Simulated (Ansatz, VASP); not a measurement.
CdF2 in VASP and in Ansatz

```
Cd F
1.0
     0.00000    2.77227    2.77227
     2.77227    0.00000    2.77227
     2.77227    2.77227    0.00000
Cd F
1 2
Direct
  0.00000 0.00000 0.00000
  0.25000 0.25000 0.25000
  0.75000 0.75000 0.75000
```

Alike in both runs: functional PBE; k mesh 8 × 8 × 8; occupations gaussian, width 0.02 eV; no spin polarisation.

Ansatz relaxed the structure, and its values are those at the end. VASP's run is a single point on that final structure, the one shown.

```csv
,VASP,Ansatz
version,VASP 6.6.1,Ansatz 0.2.0
potentials or method,"VASP PAW PBE potentials, release 64 (Cd, F)","scalar-relativistic, plane waves, PAW"
plane-wave cutoff (eV),520,420
valence electrons in the cell,26,34
```

```tsv
	VASP	Ansatz	Ansatz less VASP
gap on the k mesh at the Fermi level (eV)	2.77	2.79	+0.028
least direct gap on the mesh (eV)	3.36	3.38	+0.028
pressure (GPa)	-2.5	-3.0	-0.42
```

The functional is the same, so the differences come from potentials, cutoffs and numerics. The two sets of potentials don't hold the same shells in valence.

A k mesh can miss the band edges. A hybrid or GW would open this gap; PBE tends to underestimate it.
